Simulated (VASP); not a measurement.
Input of a VASP 6.6.1 run:

The input INCAR:

```
SYSTEM = ZnAu
PREC     = Accurate       ! precision mode
ENCUT    = 520            ! plane-wave cutoff, eV
EDIFF    = 1E-8           ! SCF threshold, eV
ISMEAR   = -1             ! smearing method
SIGMA    = 0.05           ! smearing width, eV
LREAL    = .FALSE.        ! projectors in reciprocal space
LASPH    = .TRUE.         ! aspherical terms in the spheres
NELM     = 100            ! most SCF steps
ALGO     = Normal         ! electronic algorithm
ISIF     = 2              ! what is computed and relaxed
LWAVE    = .FALSE.        ! write WAVECAR
LCHARG   = .FALSE.        ! write CHGCAR
GGA      = CA             ! functional
LEFG     = .TRUE.       
NBANDS   = 18             ! bands
```

KPOINTS

```
Automatic mesh
0
G
  12 12 12
  0 0 0
```

POSCAR

```
ZnAu
1.0
    3.1470000000      0.0000000000      0.0000000000
    0.0000000000      3.1470000000      0.0000000000
    0.0000000000      0.0000000000      3.1470000000
Zn Au
1 1
Direct
    0.5000000000      0.5000000000      0.5000000000
    0.0000000000      0.0000000000      0.0000000000
```

Potentials or basis: VASP PAW LDA potentials, release 64 (Zn, Au).

The run is started by

```console
$ cat potpaw_LDA.64/Zn/POTCAR potpaw_LDA.64/Au/POTCAR > POTCAR
$ mpirun -np 1 vasp_std > vasp.out
```

Problem. Predict the pressure.

Solution. -6.2 GPa.

Problem. Estimate the band gap on the k mesh.

Solution. None (metal or under the smearing width).

Electric field gradients, principal values (V/Å²):
| atom | Vxx | Vyy | Vzz |
| --- | --- | --- | --- |
| 1 Zn | 0.000 | 0.000 | 0.000 |
| 2 Au | 0.000 | 0.000 | 0.000 |

The run has no spin-orbit coupling, so splittings on Au are missing.
